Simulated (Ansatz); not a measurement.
## CoO in Ansatz: the effect of starting spin order

The system is CoO.

```
Co O
1.0
     2.57053    0.00000    0.00000
     0.00000    2.57053    0.00000
     0.00000    0.00000    2.57053
Co O
1 1
Direct
  0.00000 0.00000 0.00000
  0.50000 0.50000 0.50000
```

Measurements of this composition are mostly on another form, of space group No. 225.

Alike in all runs:

| Property | Result |
| --- | --- |
| Program | Ansatz 0.2.0 |
| Task | single point |
| Functional | PBE |
| Potentials or basis | Ansatz PAW |
| Cutoff | 420 eV (not typed: the program's choice for these potentials) |
| k mesh | 10 × 10 × 10 |
| Occupations | fermi-dirac, width 0.05 eV |

```csv
starting spin order,spin,starting moments,energy over the lowest run (meV/atom),final net moment (μB),final largest site moment (μB)
spin off,no spin polarisation,-,?,?,?
fm,"collinear spin, ferromagnetic start","[2.0, 0.0] μB",0.0,3.00,2.48
random,"collinear spin, random start","[1.71, 0.0] μB",0.0,3.00,2.48
"ferromagnetic start, larger moments","collinear spin, ferromagnetic start","[3.5, 0.0] μB",0.0,3.00,2.48
```

Task: What does the run with starting spin order spin off give?

Result: Energy over the lowest run 259.5 meV/atom; final net moment 0.00 μB; final largest site moment 0.00 μB.

Caveats: a cell with one magnetic atom can't hold antiferromagnetic order, which such compounds often take (some runs); an odd number of electrons without spin polarisation forces a metal (some runs); a magnetic or distorted state may lie lower (some runs).
